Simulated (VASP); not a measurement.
## A VASP 6.6.1 single-point calculation on NaI

INCAR

```
PREC = Accurate
ISMEAR = -1
LASPH = .TRUE.
IBRION = -1
NBANDS = 14
EDIFF = 1E-7
SIGMA = 0.02
LREAL = .FALSE.
GGA = PE
NELM = 84
LCHARG = .FALSE.
LWAVE = .FALSE.
ISIF = 2
NSW = 0
ENCUT = 500
```

KPOINTS

```
KPOINTS created by Atomic Simulation Environment
0
Gamma
6 6 6
0 0 0
```

POSCAR

```
Na I
 1.0000000000000000
     4.2684229626999999    0.0000000000000000    0.0000000000000000
     0.0000000000000000    4.2684229626999999    0.0000000000000000
     0.0000000000000000    0.0000000000000000    4.0491393820999999
 Na  I
   1   1
Cartesian
  0.0000000000000000  0.0000000000000000  0.0000000000000000
  2.1342114813499995  2.1342114813499995  2.0245696910499995
```

The recommended PBE PAW datasets give the neutral cell 14 valence electrons.

Command

```
mpirun -np 1 vasp_std
```

OSZICAR

```
N       E                     dE             d eps       ncg     rms          rms(c)
DAV:   1     0.783589859452E+02    0.78359E+02   -0.65159E+03  1128   0.864E+02
DAV:   2     0.145830459591E+01   -0.76901E+02   -0.71118E+02  1180   0.203E+02
DAV:   3    -0.502687614147E+01   -0.64852E+01   -0.64374E+01  1450   0.582E+01
DAV:   4    -0.518952506535E+01   -0.16265E+00   -0.16260E+00  1392   0.968E+00
DAV:   5    -0.519343225191E+01   -0.39072E-02   -0.39071E-02  1494   0.143E+00    0.175E+00
DAV:   6    -0.506353854247E+01    0.12989E+00   -0.12045E-01  1360   0.189E+00    0.115E+00
DAV:   7    -0.502878169084E+01    0.34757E-01   -0.10775E-01  1402   0.162E+00    0.642E-01
DAV:   8    -0.502931010483E+01   -0.52841E-03   -0.83090E-03  1180   0.692E-01    0.147E-01
DAV:   9    -0.502919829627E+01    0.11181E-03   -0.25123E-04  1390   0.134E-01    0.621E-02
DAV:  10    -0.502923505375E+01   -0.36757E-04   -0.10778E-04  1216   0.851E-02    0.161E-02
DAV:  11    -0.502923475974E+01    0.29401E-06   -0.94973E-06  1366   0.295E-02    0.267E-03
DAV:  12    -0.502923550529E+01   -0.74555E-06   -0.72191E-07  1324   0.561E-03    0.158E-03
DAV:  13    -0.502923557401E+01   -0.68715E-07   -0.39254E-08  1246   0.167E-03
   1 F= -.50292356E+01 E0= -.50292356E+01  d E =-.103024E-10
```

Standard output (part)

```
POSCAR found type information on POSCAR NaI
 POSCAR found :  2 types and       2 ions
 LDA part: xc-table for (Slater+PW92), standard interpolation
 POSCAR, INCAR and KPOINTS ok, starting setup
 WAVECAR not read
 entering main loop
```

From OUTCAR

```
k-points           NKPTS =     40   k-points in BZ     NKDIM =     40   number of bands    NBANDS=     14

   NELECT =      14.0000    total number of electrons

   dimension x,y,z NGX =    32 NGY =   32 NGZ =   30
   dimension x,y,z NGXF=    64 NGYF=   64 NGZF=   60

  energy-cutoff  :      500.00
  volume of cell :       73.77
      direct lattice vectors                 reciprocal lattice vectors
     4.268422963  0.000000000  0.000000000     0.234278563  0.000000000  0.000000000
     0.000000000  4.268422963  0.000000000     0.000000000  0.234278563  0.000000000
     0.000000000  0.000000000  4.049139382     0.000000000  0.000000000  0.246966060

 k-points in reciprocal lattice and weights: KPOINTS created by Atomic Simulation Env
   0.00000000  0.00000000  0.00000000       0.005
   0.16666667  0.00000000  0.00000000       0.019
   0.33333333  0.00000000  0.00000000       0.019
   0.50000000  0.00000000  0.00000000       0.009
   0.16666667  0.16666667  0.00000000       0.019
   0.33333333  0.16666667  0.00000000       0.037
   0.50000000  0.16666667  0.00000000       0.019
   0.33333333  0.33333333  0.00000000       0.019
   ...

 E-fermi :   1.7183

 k-point     1 :       0.0000    0.0000    0.0000
  band No.  band energies     occupation
      1     -22.6823      2.00000
      2     -22.6738      2.00000
      3     -22.6738      2.00000
      4     -10.3243      2.00000
      5       0.4392      2.00000
      6       0.4392      2.00000
      7       0.8736      2.00000
      8       3.2237      0.00000
      9       6.7406      0.00000
     10       7.1061      0.00000
     11      11.4876      0.00000
     12      11.4876      0.00000
     13      12.0454      0.00000
     14      12.2052      0.00000

 k-point     2 :       0.1667    0.0000    0.0000
  band No.  band energies     occupation
      1     -22.6822      2.00000
      2     -22.6748      2.00000
      3     -22.6737      2.00000
      4     -10.2738      2.00000
      5      -0.2822      2.00000
      6       0.4977      2.00000
      7       0.9272      2.00000
      8       3.8885      0.00000
      9       7.1600      0.00000
     10       7.4080      0.00000
     11      10.1983      0.00000
     12      10.8335      0.00000
     13      10.9437      0.00000
     14      12.7607      0.00000

 k-point     3 :       0.3333    0.0000    0.0000
  band No.  band energies     occupation
      1     -22.6820      2.00000
      2     -22.6769      2.00000
      3     -22.6735      2.00000
      4     -10.1681      2.00000
      5      -1.2496      2.00000
      6       0.6215      2.00000
      7       1.0401      2.00000
      8       4.9085      0.00000
      9       7.4878      0.00000
     10       7.7962      0.00000
     11       9.0217      0.00000
     12       9.8285      0.00000
     13      10.8101      0.00000
     14      11.4985      0.00000

 k-point     4 :       0.5000    0.0000    0.0000
  band No.  band energies     occupation
      1     -22.6819      2.00000
      2     -22.6779      2.00000
      3     -22.6734      2.00000
      4     -10.1127      2.00000
      5      -1.6327      2.00000
      6       0.6872      2.00000
      7       1.0995      2.00000
      8       5.6372      0.00000
      9       6.8170      0.00000
     10       8.3231      0.00000
     11       8.5879      0.00000
     12       9.4122      0.00000
     13       9.9277      0.00000
     14      13.8286      0.00000

 ...

  Total       -0.8763797     -0.8763797      0.0806331      0.0000000     -0.0000000      0.0000000
  in kB      -19.0329128    -19.0329128      1.7511625      0.0000000     -0.0000000      0.0000000
  external PRESSURE =     -12.1048877 kB  Pullay stress =       0.0000000 kB

 POSITION                                       TOTAL-FORCE (eV/Angst)
 -----------------------------------------------------------------------------------
      0.00000      0.00000      0.00000         0.000000      0.000000      0.000000
      2.13421      2.13421      2.02457         0.000000      0.000000      0.000000
 -----------------------------------------------------------------------------------
    total drift:                                0.000000     -0.000000     -0.000000

  FREE ENERGIE OF THE ION-ELECTRON SYSTEM (eV)
  ---------------------------------------------------
  free  energy   TOTEN  =        -5.0292355740 eV

  energy  without entropy=       -5.0292355740  energy(sigma->0) =       -5.02923557
```

It converged. Results: gap between bands v and c on the k mesh 1.91 eV; least direct gap on the k mesh 2.35 eV; pressure -1.2 GPa. Band v is the last that the valence electrons fill when counted band by band, and c is the next.

For comparison, a separate PBE run of the intended cell, on usual settings and not on those above, gives a gap of 1.91 eV on its mesh and a pressure of -1.2 GPa.

The run above took about 29 s on one core of a shared host (Intel Xeon Platinum 8488C) and held 0.2 GiB at most.
